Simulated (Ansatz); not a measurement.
## InPd under changes of volume

One of the cells (20.708 Å³/atom); the others are scaled copies at fixed shape and fractional positions:

```xyz
2
Lattice="0.0000 2.7461 2.7461 2.7461 0.0000 2.7461 2.7461 2.7461 0.0000" Properties=species:S:1:pos:R:3 pbc="T T T"
In    0.0000    0.0000    0.0000
Pd    2.7461    2.7461    2.7461
```

The cell was built by a generator and needn't be a form met in nature.

| Item | Value |
| --- | --- |
| Program | Ansatz 0.2.0 |
| Functional | PBE |
| Potentials or basis | Ansatz PAW |
| Cutoff | 420 eV (not typed: the program's choice for these potentials) |
| k mesh | 8 × 8 × 8 |
| Occupations | fermi-dirac, width 0.05 eV |
| Spin | no spin polarisation |

```csv
volume (Å³/atom),energy over the lowest point (meV/atom),pressure (GPa)
19.465,23.71,6.4
19.880,10.30,4.1
20.294,2.62,2.0
20.708,0.00,0.2
21.122,?,?
21.536,7.57,-2.9
21.950,16.75,-4.1
```

**Question.** What does the run at 21.122 Å³/atom give?

**Answer.** Energy over the lowest point 1.81 meV/atom; pressure -1.5 GPa.

Worked out: A Birch-Murnaghan fit of order 3 (a polynomial in V^(-2/3)) to the other rows has its minimum at 20.74 Å³/atom with B0 = V·E''(V) = 85 GPa and B' = 5.3. It gives 1.83 meV/atom at 21.122 Å³/atom, against the run's 1.81, and -dE/dV = -1.5 GPa, against -1.5.

Energies are extrapolated to zero smearing.
